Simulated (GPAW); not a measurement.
Runs of GPAW 26.7.0 on WC (Qusongite). The structure is hexagonal, space group P-6m2 (No. 187). Conventional cell: a = 2.907 Å, b = 2.907 Å, c = 2.837 Å, α = 90.00°, β = 90.00°, γ = 120.00°. Around W (site symmetry -6m2) lie 6 C at 2.20 Å. C (site symmetry -6m2) has 6 W at 2.20 Å as nearest neighbours. 

```tsv
task	level	potentials or basis	cell	smearing	band path	band points	optimizer	fmax	max steps	gap on the mesh (eV)	pressure (GPa)	relaxed volume (Å³/atom)
band structure	LDA	the program's PAW data sets (release 1.2.1) made for this functional, pw	as given	fermi-dirac 0.05 eV	GMKGALHA,LM,KH	100	-	-	-	-	-11.6	-
relaxation of cell and atoms	PBEsol+D4	PAW data sets generated in the run's folder for this functional, pw	relaxed	fermi-dirac 0.05 eV	-	-	LBFGS	0.02 eV/Å	60	none	0.0	10.18
relaxation of cell and atoms	RPBE+D3(BJ)	the program's PAW data sets (release 1.2.1) made for this functional, pw	relaxed to 20 GPa	fermi-dirac 0.05 eV	-	-	FIRE	0.02 eV/Å	60	none	19.8	-
relaxation of cell and atoms	BLYP	PAW data sets generated in the run's folder for this functional, pw	relaxed	fermi-dirac 0.05 eV	-	-	FIRE	0.02 eV/Å	100	none	0.0	(a)
band structure	BLYP	PAW data sets generated in the run's folder for this functional, pw	as given	fermi-dirac 0.05 eV	GMKGALHA,LM,KH	60	-	-	-	-	16.0	-
band structure	PBE	GPAW PAW data sets (gpaw-data 1.2.1), pw	as given	fermi-dirac 0.05 eV	GMKGALHA,LM,KH	100	-	-	-	-	5.4	-
single point	PBE	GPAW PAW data sets (gpaw-data 1.2.1), pw	as given	gaussian 0.025 eV	-	-	-	-	-	none	5.4	-
single point	PBE	GPAW PAW data sets (gpaw-data 1.2.1), pw	as given	gaussian 0.029 eV	-	-	-	-	-	none	5.4	-
```

Alike in all rows: no spin polarisation; k mesh 10 × 10 × 9; cutoff (eV) 800.

Estimate the missing entries.

(a) 10.82.

Caveats: spin-orbit coupling is left out, which moves the levels of the heavy elements (some runs); later steps reuse the first step's grids (some runs); pairwise dispersion overbinds metals, which lowers pressure and volume (some runs); so large a pressure means that the cell lies far from this level's equilibrium, or that cutoff or potentials fall short (some runs).

A k mesh can miss the band edges, and the runs leave out spin-orbit coupling on W.

A gap of «none» marks a metal or a gap under the smearing width.
